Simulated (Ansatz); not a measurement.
## Nuclear-site quantities of AgI as the cell is scaled

```
CELL_PARAMETERS angstrom
4.58000 0.00000 0.00000
-2.29000 3.96640 0.00000
0.00000 0.00000 7.51000
ATOMIC_POSITIONS crystal
Ag 0.33333 0.66667 0.00000
Ag 0.66667 0.33333 0.50000
I 0.33333 0.66667 0.37500
I 0.66667 0.33333 0.87500
```

Atom numbers follow the list: Ag1, Ag2, I3, I4.

The cell is COD entry 1011050, as deposited and not checked against the literature; nothing was relaxed. It is an old determination, and later ones may differ.

Spin–orbit coupling is left out, though it moves levels of the heavy atoms by tenths of an eV or more.

Computed with Ansatz 0.2.0, DFT, LDA, all-electron PAW with datasets made for the crystal, scalar-relativistic.

Sampling and basis: a Γ-centred 8×8×4 k mesh, Fermi–Dirac smearing of 0.01 eV, cutoff 240 eV (chosen by the program for this cell), no spin polarisation.

The contact density is the mean electron density over the nuclear volume; its changes set Mössbauer isomer shifts. Changes below are taken from the unscaled cell, where it is 944496 e/Å³ at Ag1, 1.59742e+06 e/Å³ at I3.

```tsv
V/V(cell)	P (GPa)	Δρ(0) Ag1 (e/Å³)	Δρ(0) I3 (e/Å³)	Vzz Ag1 (10²¹ V/m²)	Vzz I3 (10²¹ V/m²)
0.9400	-0.1	5.38	-2.34	0.17	0.45
0.9600	-0.9	?	-1.52	0.16	0.43
0.9800	-1.6	1.71	?	0.16	0.41
0.9900	-1.9	0.84	-0.37	0.15	0.40
1.0000	-2.2	0.00	0.00	0.15	0.39
1.0100	-2.5	-0.83	0.36	0.15	0.38
1.0200	-2.8	?	0.71	0.15	0.37
1.0400	-3.2	-3.21	1.35	0.14	0.35
1.0600	-3.7	-4.72	1.98	0.14	0.33
```

Task: Fill in "Δρ(0) Ag1 (e/Å³)" for the row "1.0200".

Result: -1.64.

Task: What belongs in the row "0.9600", column "Δρ(0) Ag1 (e/Å³)"?

Result: 3.51.

Task: Fill in "Δρ(0) I3 (e/Å³)" for the row "0.9800".

Result: -0.75.

The datasets are made afresh for each cell, so very small changes are uncertain. Scalar relativity leaves out the p1/2 density at heavy nuclei.
